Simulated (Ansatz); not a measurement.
# Ti (Im-3m) in Ansatz: a series of runs

The runs below take Ti through single point, relaxation of cell and atoms, with PBE, BLYP+D4.

All numbers are computed with Ansatz 0.2.0; they aren't measurements. Logs are shortened: lines on timing, memory, paths and dates and some standing lists are left out, and cuts for length are marked.

## Step 1: The crystal as given

Symmetry: Im-3m, No. 229, cubic system. Conventional cell: a = 3.282 Å, b = 3.282 Å, c = 3.282 Å, α = 90.00°, β = 90.00°, γ = 90.00°. Around Ti (site symmetry m-3m) lie 8 Ti at 2.84 Å.

This isn't the form of Ti at room conditions, which is hcp.

## Step 2: Single point, PBE

File input.yaml:

```yaml
crystal:
  lattice:
    - [-1.641, 1.641, 1.641]
    - [1.641, -1.641, 1.641]
    - [1.641, 1.641, -1.641]
  atoms:
    - { symbol: Ti, position: [0.0, 0.0, 0.0] }
kpoints:
  mp_grid: { grid: [11, 11, 11] }
scf:
  occupations: { method: gaussian, width: 0.013 }
hamiltonian:
  xc: pbe
  pseudopotentials: { kind: all_electron, lapw: { basis_error: 0.001 } }
output:
  forces: true
  stress: true
  eigenvalues: true
```

Potentials or basis: all-electron LAPW, scalar-relativistic.

Launch:

```
$ ansatz run input.yaml --threads 1 --pin off --max-ram 3072MiB --backend cpu --events-out ev --progress --plain --runs-dir out
```

The log of the run:

```text
Warning: RAYON_NUM_THREADS=1 ignored (pool sized by the plan → 1); use --threads N
LAPW: plane waves up to 7.726 Å⁻¹, error target 1.0e-3 eV per atom; small_component_spin mean_spin; Ti in spheres of 1.421 Å, 12 of its electrons in bands, Dirac shells [] (how accurate: hamiltonian.pseudopotentials.lapw.basis_error, Limitations)
Engine: ansatz 0.2.0, aarch64-unknown-linux-gnu
Pseudopotentials: kind: all_electron
Pseudopotential: Ti, LAPW, valence charge 12, lapw/all_electron/scalar/gaussian/Ti, Koelling and Harmon's equation, gaussian nucleus
Functional definition: PBE
  parameter kappa = 0.804
  parameter beta = 0.06672455060314922
  exchange = pbe_x(kappa = kappa, mu = beta*pi^2/3)
  correlation = pbe_c(beta = beta)
Crystal: 1 atoms, lattice volume = 17.676 Å³
Basis set: ecut = 227.45021143176734 eV, 141 PW (Γ), exchange–correlation at level 2
Bands: 10, of which v1, the nominal top of the filled ones, is band 6 counted from 1 (5 counted from 0)
Symmetry: 48 space group operations
Space group: Im-3m (ITA 229), of the structure as read, at distance tolerance 2.6e-5 Å
k-points: 56 of 1331
Non-local potential: Ti, projectors of the file, none
Initial density: superposition of atomic densities (chi_scale 0.1, normalization cell)
Initial wavefunctions: plane waves of lowest kinetic energy (no species holds an atomic orbital)
Functional: x = pbe(κ = 0.804, μ = 0.2195149727645171), c = pbe(β = 0.06672455060314922)
iter 1 solved again at ethr=6.39e-4 eV; its pass at ethr=1.00e-1 eV (dr2=7.67e-2 eV) is discarded
SCF iter   1: F=—  HF=-23233.376064 eV  |F-HF|=—  |Δ(HF+E_count)|=         —  Δρ=2.39e-2  dr2=7.73e-2  ethr=6.39e-4  ⟨swp⟩=2.7  Hψ=4119  notcnv=0
preconditioner: auto → none  [insulator: Δε(μ)=0.031 eV  Ē_g=4.411 eV  σ=0.013 eV  W_gap=0.68  n_scr=0 (ndim 8)  ℏωp=17.7 eV  f_vac=0.000  D(μ)=2.85/eV (n_scr^D=42)  ε∞_Penn≈17.0]
iter 2 solved again at ethr=5.84e-6 eV; its pass at ethr=6.39e-4 eV (dr2=7.01e-4 eV) is discarded
SCF iter   2: F=—  HF=-23233.234561 eV  |F-HF|=—  |Δ(HF+E_count)|=   1.42e-1  Δρ=2.36e-3  dr2=6.99e-4  ethr=5.84e-6  ⟨swp⟩=2.3  Hψ=3218  notcnv=0
SCF iter   3: F=—  HF=-23233.210982 eV  |F-HF|=—  |Δ(HF+E_count)|=   2.36e-2  Δρ=2.57e-3  dr2=8.82e-4  ethr=5.83e-6  ⟨swp⟩=3.0  Hψ=1976  notcnv=0
SCF iter   4: F=—  HF=-23233.211014 eV  |F-HF|=—  |Δ(HF+E_count)|=   3.12e-5  Δρ=2.59e-4  dr2=7.58e-6  ethr=5.83e-6  ⟨swp⟩=2.0  Hψ=1625  notcnv=0
SCF iter   5: F=—  HF=-23233.211023 eV  |F-HF|=—  |Δ(HF+E_count)|=   9.82e-6  Δρ=1.09e-5  dr2=1.31e-8  ethr=6.32e-8  ⟨swp⟩=2.0  Hψ=1625  notcnv=0
SCF iter   6: F=-23233.211023 eV  HF=-23233.211023 eV  |F-HF|=9.75e-10  |Δ(HF+E_count)|=   7.38e-8  Δρ=2.86e-6  dr2=1.08e-9  ethr=1.09e-10  ⟨swp⟩=2.8  Hψ=1729  notcnv=0
SCF 1 converged in 6 iterations: F = -23233.211023 eV  dr2 = 1.08e-9
SCF converged after 6 iterations
Free energy (F): -23233.211023 eV
Harris-Foulkes:  -23233.211023 eV  (|F-HF|=9.75e-10)
Internal energy: -23233.210499 eV  (E = F + TS)
E sigma→0 (E₀):  -23233.210761 eV
Entropy (-TS):   -0.000524 eV (-0.524 meV/atom)
Fermi energy:    13.256467 eV
--- Per-component energies (eV) ---
  E_band       = -155.156322
  E_kinetic    = 23456.570930
  E_xc         = -1147.901959
  E_electrostatic = -45541.879470  (all electrons and nuclei)
  E_smearing   = -0.000524  (= −TS)
  E_closure    = 0.000000  (closes the sum)
  E_atoms      = -23226.621050  (free atoms, spherical and without spin; not in F)
  Σ components = -23233.211023   (vs F -23233.211023, Δ=0.00e0)
  Basis errors (estimates in eV, not in F): energy 1.2e-4 per atom: plane waves 1.0e-4 (5.3e-5 summed), levels above the bands 0.0e0, relativity 9.4e-9, radial functions 1.4e-5, core shells 4.1e-8; eigenvalues (radial functions only) 9.9e-7; not estimated: angular momenta, meshes, grids; target (lapw.basis_error) 1.0e-3; muffin-tin radii Ti 1.421 Å
--- Forces (eV/Å), atoms counted from 1 ---
  atom   1  Ti     0.00000000    -0.00000000    -0.00000000
  max |Σ_I F_I| component: 3.29e-32 eV/Å
--- Stress (GPa, compression-positive) ---
       -2.901058      -0.000000       0.000000
       -0.000000      -2.901058       0.000000
        0.000000       0.000000      -2.901058
  P = ⅓ Tr σ = -2.9011 GPa (-29.011 kbar)
--- Band table (eV; the first three rows and the last of 56) ---
  k-point 0: bands = ["-43.2415", "-19.1333", "-19.1333", "-19.1333", "7.3708", "14.2530", "14.2530", "14.2530", "15.9775", "15.9775"]
  k-point 1: bands = ["-43.2318", "-19.1859", "-19.1496", "-19.1336", "7.6466", "14.1290", "14.2123", "14.4529", "15.8424", "15.9857"]
  k-point 2: bands = ["-43.2057", "-19.3254", "-19.1930", "-19.1344", "8.4215", "13.8129", "13.9961", "15.0215", "15.6704", "16.0215"]
  k-point 55: bands = ["-43.0349", "-19.5734", "-19.5636", "-19.5636", "11.2864", "11.2983", "16.8647", "16.8647", "17.0563", "20.9398"]
```

Wall time 2.6 s (1 thread of Arm Neoverse V1, shared host); peak memory 0.21 GiB.

Results:

- Free energy: -23233.2110 eV
- Pressure: -2.9 GPa
- Band gap on the k mesh: none (metal or under the smearing width)

Levels at points of the mesh, in eV from the Fermi level:
```
           k point  band 3  band 4  band 5  band 6  band 7  band 8  band 9  band 10
(0.00, 0.00, 0.00)  -32.39  -32.39   -5.89    1.00    1.00    1.00    2.72     2.72
```

## Step 3: Relaxation of cell and atoms, BLYP+D4

input.yaml: that of step 2 with these lines changed.

```diff
@@ -10,5 +10,6 @@
 scf:
-  occupations: { method: gaussian, width: 0.013 }
+  occupations: { method: fermi_dirac, width: 0.05 }
 hamiltonian:
-  xc: pbe
+  xc: blyp
+  dispersion: d4
   pseudopotentials: { kind: all_electron, lapw: { basis_error: 0.001 } }
@@ -17,2 +18,5 @@
   stress: true
-  eigenvalues: true
+relax:
+  f_tol: 0.02
+  max_steps: 60
+  cell: {}
```

Potentials or basis: all-electron LAPW, scalar-relativistic.

Launch:

```
$ ansatz run input.yaml --threads 1 --pin off --max-ram 3072MiB --backend cpu --events-out ev --progress --plain --runs-dir out
```

It took 8.6 s on 1 thread of Arm Neoverse V1, shared host; peak memory 0.23 GiB.

It converged, with:

```
Free energy                            : -23239.8481 eV
Relaxed volume                         : 17.03 Å³/atom
Relaxed cell                           : a = 2.807 Å, b = 2.807 Å, c = 2.807 Å, α = 109.47°, β = 109.47°, γ = 109.47°
Space group after relaxing (to 0.05 Å) : Im-3m (No. 229)
Energy gained by relaxing              : 7.8 meV/atom
Ionic steps                            : 5
Pressure after relaxing                : 0.0 GPa
```

The path:
```csv
step,energy change (eV),largest force (eV/Å),volume (Å³)
1,0.0000,0.0000,17.68
2,-0.0020,0.0000,16.50
3,-0.0078,0.0000,17.05
4,-0.0078,0.0000,17.03
5,-0.0078,0.0000,17.03
```

Final structure:
```
Ti
1.0
    -1.62061    1.62061    1.62061
     1.62061   -1.62061    1.62061
     1.62061    1.62061   -1.62061
Ti
1
Direct
  0.00000 0.00000 0.00000
```
